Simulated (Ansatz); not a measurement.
## BaTiO$_{3}$: frozen-core PAW against all-electron methods

```
CELL_PARAMETERS angstrom
3.99980 0.00000 0.00000
0.00000 3.99980 0.00000
0.00000 0.00000 4.01800
ATOMIC_POSITIONS crystal
Ba 0.00000 0.00000 0.00000
Ti 0.50000 0.50000 0.50000
O 0.50000 0.50000 0.00000
O 0.50000 0.00000 0.50000
O 0.00000 0.50000 0.50000
```

Atom numbers follow the list: Ba1, Ti2, O3, O4, O5.

Conventional cell: a = 4.000 Å, b = 4.000 Å, c = 4.018 Å, α = 90.00°, β = 90.00°, γ = 90.00°. Around Ba (atom 1) lie 12 O at 2.83 Å. Ti (atom 2) has 6 O at 2.00 to 2.01 Å as nearest neighbours. O (atom 3) is surrounded by 2 Ti at 2.01 Å. O (atom 4) has 2 Ti at 2.00 Å as nearest neighbours.

The cell is COD entry 2100860, as deposited and not checked against the literature; nothing was relaxed.

Spin–orbit coupling is left out, though it moves levels of the heavy atoms by tenths of an eV or more.

All numbers are computed: DFT, PBE, PAW with Ansatz's default frozen-core files, scalar-relativistic (Ansatz 0.2.0); DFT, PBE, all-electron PAW with datasets made for the crystal, scalar-relativistic (Ansatz 0.2.0); DFT, PBE, all-electron LAPW, scalar-relativistic (Ansatz 0.2.0).

For PAW: a Γ-centred 7×7×7 k mesh, Fermi–Dirac smearing of 0.03 eV, cutoff 420 eV, no spin polarisation. The crystal-made all-electron datasets (AE datasets) take a cutoff of 540 eV at this cell. LAPW targets a basis error of 1 meV/atom. The Ansatz runs share mesh, smearing and spin set-up. Plane-wave (PAW) pressures include the program's estimate of the Pulay term.

Stress and pressure are positive in compression.

Spin–orbit coupling is left out, which moves gradients at and beside heavy atoms by some per cent and at worst by a factor of two.

Levels count from the top of the valence band.

```tsv
quantity	PAW	AE datasets	LAPW
pressure (GPa)	1.68	1.69	1.69
stress xx (GPa)	1.96	1.97	1.97
stress zz (GPa)	1.11	1.12	1.12
band gap (eV)	1.795	1.789	1.789
highest filled level at Γ (eV)	-0.114	-0.116	-0.116
lowest empty level at Γ (eV)	1.795	1.789	1.789
highest filled level at X (eV)	-0.679	-0.681	-0.681
lowest empty level at X (eV)	1.924	1.918	1.918
highest filled level at R (eV)	-0.061	-0.061	-0.061
lowest empty level at R (eV)	3.505	3.502	3.502
field gradient Vzz at Ba1 (10²¹ V/m²)	0.06	0.07	–
field gradient Vzz at Ti2 (10²¹ V/m²)	0.41	0.40	–
field gradient Vzz at O3 (10²¹ V/m²)	2.72	2.64	–
field gradient Vzz at O4 (10²¹ V/m²)	2.53	2.43	–
```

PAW's pressure differs from the LAPW value by about 0.01 GPa or less.
